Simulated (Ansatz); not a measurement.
Runs of Ansatz 0.2.0 on SiC (Moissanite 6H). It takes space group P6_3mc (No. 186, hexagonal). Conventional cell: a = 3.095 Å, b = 3.095 Å, c = 15.170 Å, α = 90.00°, β = 90.00°, γ = 120.00°. Si (site symmetry 3m) is surrounded by 4 C at 1.90 Å. Around Si (site symmetry 3m) lie 4 C at 1.90 Å. Si (site symmetry 3m) is surrounded by 4 C at 1.90 Å. C (site symmetry 3m) has 4 Si at 1.90 Å as nearest neighbours. Around C (site symmetry 3m) lie 4 Si at 1.90 Å. C (site symmetry 3m) has 4 Si at 1.90 Å as nearest neighbours. 

```csv
task,level,potentials or basis,k mesh,cutoff (eV),points for each segment of the path,gap on the mesh (eV),pressure (GPa),V0 of scaled cells (Å³/atom),B0 (GPa),largest force (eV/Å)
single point,PBE,Ansatz PAW,6 × 6 × 1,420,-,2.02,0.2,-,-,0.15
band structure,SVWN5,Ansatz PAW,10 × 10 × 2,420,10,(a),-7.4,-,-,0.14
equation of state,BLYP+D4,Ansatz PAW,10 × 10 × 2,420,-,-,-,10.30,212,-
equation of state,PBE,Ansatz NC,10 × 10 × 2,1116,-,-,-,10.51,212,-
equation of state,PBEsol+D4,Ansatz PAW,10 × 10 × 2,420,-,-,-,10.22,(b),-
```

Alike in all rows: no spin polarisation; cell as given; smearing fermi-dirac 0.05 eV.

Question: Estimate the missing entries.

Answer: (a) 1.98; (b) 226.

Caveats: the cell was scaled at fixed shape and fractional positions, which overstates the stiffness of a crystal with free parameters, most of all of layers and chains (some runs); the PAW data sets come from PBE, with cores solved anew for the run's functional, which leaves a small shift of forces and pressure (some runs); the potentials were made for another functional, which shifts forces and pressure (some runs).

A k mesh can miss the band edges.
